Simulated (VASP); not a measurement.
## YN (rocksalt): one r²SCAN single-point calculation in two programs

```
Y N
1.0
     0.00000    2.44805    2.44805
     2.44805    0.00000    2.44805
     2.44805    2.44805    0.00000
Y N
1 1
Direct
  0.00000 0.00000 0.00000
  0.50000 0.50000 0.50000
```

Datasets and cutoffs are each program's own. VASP's cell holds 16 valence electrons and Ansatz's 16. Ansatz's stress includes a Pulay correction; VASP's doesn't.

Cutoffs: 520 eV in VASP, 500 eV in Ansatz. k meshes: 10×10×10 and 10×10×10.

|  | VASP | Ansatz |
| --- | --- | --- |
| gap between bands v and c | 0.60 eV | 0.58 eV |
| least direct gap | 1.00 eV | 0.98 eV |
| pressure | 0.0 GPa | 0.0 GPa |

Band v is the last that the valence electrons fill when counted band by band, and c is the next. Levels in eV from the top of v, Ansatz:

```json
{"point": "Γ", "v−1": "0.00", "v": "0.00", "c": "3.55", "c+1": "3.55"}
{"point": "X", "v−1": "-0.40", "v": "-0.40", "c": "0.58", "c+1": "7.31"}
{"point": "W", "v−1": "-1.53", "v": "-1.53", "c": "4.44", "c+1": "4.44"}
{"point": "K", "v−1": "-1.60", "v": "-1.34", "c": "2.86", "c+1": "6.77"}
{"point": "L", "v−1": "-2.28", "v": "-2.28", "c": "6.21", "c+1": "6.85"}
```

VASP:

```csv
point,v−1,v,c,c+1
Γ,0.00,0.00,3.57,3.57
X,-0.41,-0.41,0.60,7.31
W,-1.54,-1.54,4.46,4.46
K,-1.61,-1.34,2.87,6.79
L,-2.28,-2.28,6.23,6.87
```
